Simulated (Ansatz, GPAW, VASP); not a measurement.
# Cu: programs and potentials compared

```
Cu
1.0
     0.00000    1.80750    1.80750
     1.80750    0.00000    1.80750
     1.80750    1.80750    0.00000
Cu
1
Direct
  0.00000 0.00000 0.00000
```

Alike in all runs: task single point; functional PBE; k mesh 13 × 13 × 13; occupations gaussian, width 0.012 eV; no spin polarisation; no spin-orbit coupling. Pressure is positive in compression and, in plane waves, holds the error of the finite cutoff.

| program and potentials | plane-wave cutoff (eV) | notes | pressure (GPa) |
| --- | --- | --- | --- |
| VASP, PBE PAW files Cu, 520 eV | 520 | - | ? |
| Ansatz, all-electron LAPW, scalar-relativistic | - | - | 1.65 |
| GPAW, GPAW PAW data sets (gpaw-data 1.2.1) | 600 | - | 3.07 |

**Question.** Estimate from the other rows what the run with VASP, PBE PAW files Cu, 520 eV gave.

**Answer.** Pressure 2.20 GPa. The other rows, which needn't bracket it: pressure 1.65 to 3.07.
